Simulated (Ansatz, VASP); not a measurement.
In2GaP3: VASP beside Ansatz

```
In Ga P
1.0
     1.82473   -9.43998    0.00000
     1.82473    9.43998    0.00000
     0.00000    0.00000    3.67468
In Ga P
2 1 3
Direct
  0.13432 0.86568 0.50000
  0.86568 0.13432 0.50000
  0.00000 0.00000 0.00000
  0.50000 0.50000 0.50000
  0.28600 0.71400 0.00000
  0.71400 0.28600 0.00000
```

Change from the starting cell: species swapped into the TlAg3Te2 type (Cmmm, No. 65).

Alike in both runs: functional PBE; k mesh 4 × 4 × 4; occupations gaussian, width 0.1 eV; no spin polarisation.

Ansatz relaxed the structure, and its values are those at the end. VASP's run is a single point on that final structure, the one shown.

```csv
,VASP,Ansatz
version,VASP 6.6.1,Ansatz 0.2.0
potentials or method,"VASP PAW PBE potentials, release 64 (In_d, Ga_d, P)","scalar-relativistic, plane waves, PAW"
plane-wave cutoff (eV),520,420
valence electrons in the cell,54,54
```

|  | VASP | Ansatz | Ansatz less VASP |
| --- | --- | --- | --- |
| gap on the k mesh at the Fermi level (eV) | none | none | - |
| pressure (GPa) | 0.0 | 0.0 | +0.05 |
| rms of the force components (eV/Å) | 0.014 | 0.005 | -0.0087 |

A gap of «none» marks a metal or a gap that the smearing closes. With one functional, cell and mesh, what is left measures potentials, basis and numerics.

Caveats: the k mesh is coarse (spacing up to 0.44 Å⁻¹), so the values aren't converged.
